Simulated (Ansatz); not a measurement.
Runs of Ansatz 0.2.0 on In. The cell holds a slab with vacuum, 4 atoms: a = 3.339 Å, b = 3.339 Å, c = 23.207 Å, α = 90.00°, β = 90.00°, γ = 120.00°. The slab is cut from a database's or a generator's crystal, which needn't be the stable form of the element.

| task | level | cell | cutoff (eV) | basis error allowed | gap on the mesh (eV) | largest force (eV/Å) | work function (eV) |
| --- | --- | --- | --- | --- | --- | --- | --- |
| single point | PBE | the (0 0 1) slab of In, cut from the database cell, not relaxed | 167 | 0.001 eV/atom | none | 0.10 | 3.70 |
| single point | LDA | as given | 154 | 0.002 eV/atom | none | (a) | 4.00 |
| projected density of states | PBE | the (0 0 1) slab of In, cut from the database cell, not relaxed | 154 | 0.002 eV/atom | - | 0.10 | 3.70 |
| single point | PBEsol | as given | 154 | 0.002 eV/atom | none | 0.10 | 3.79 |
| single point | PBE | as given | 154 | 0.002 eV/atom | none | 0.10 | 3.70 |

Alike in all rows: potentials or basis all-electron LAPW, scalar-relativistic; no spin polarisation; k mesh 9 × 9 × 1; smearing fermi-dirac 0.05 eV.

Question: Estimate the missing entries.

Answer: (a) 0.17.

Caveats: spin-orbit coupling is left out, which moves the levels of the heavy elements (some runs); the density of states is complete only up to the lowest level of the last band computed (some runs).

A k mesh can miss the band edges, and the runs leave out spin-orbit coupling on In.

A gap of «none» marks a metal or a gap under the smearing width.
